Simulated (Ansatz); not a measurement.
All cells: G0W0@PBE, full frequency by contour deformation, all-electron datasets in plane waves (scalar-relativistic, Gaussian nuclei) (Ansatz); response cutoff 200 eV, empty bands to 200 eV, primitive cells on a 4×4×4 mesh, no spin-orbit coupling. Band edges are those of the mesh. The mesh is coarse, the sums aren't at the basis limit and many cells are compressed or hypothetical, so the values aren't those of the ambient crystals.

Task: Order these cells by the G0W0 gap between the Kohn-Sham band edges, smallest first.
A. LiH (Fm-3m), 2 atoms, 8.5 Å³ an atom
B. MgO (Fm-3m), 2 atoms, 8.4 Å³ an atom
C. NaF (Fm-3m), 2 atoms, 11.9 Å³ an atom

Result: A (4.76 eV), B (8.65 eV), C (10.94 eV).

Model cells at fixed atoms, which needn't be the relaxed known crystals.
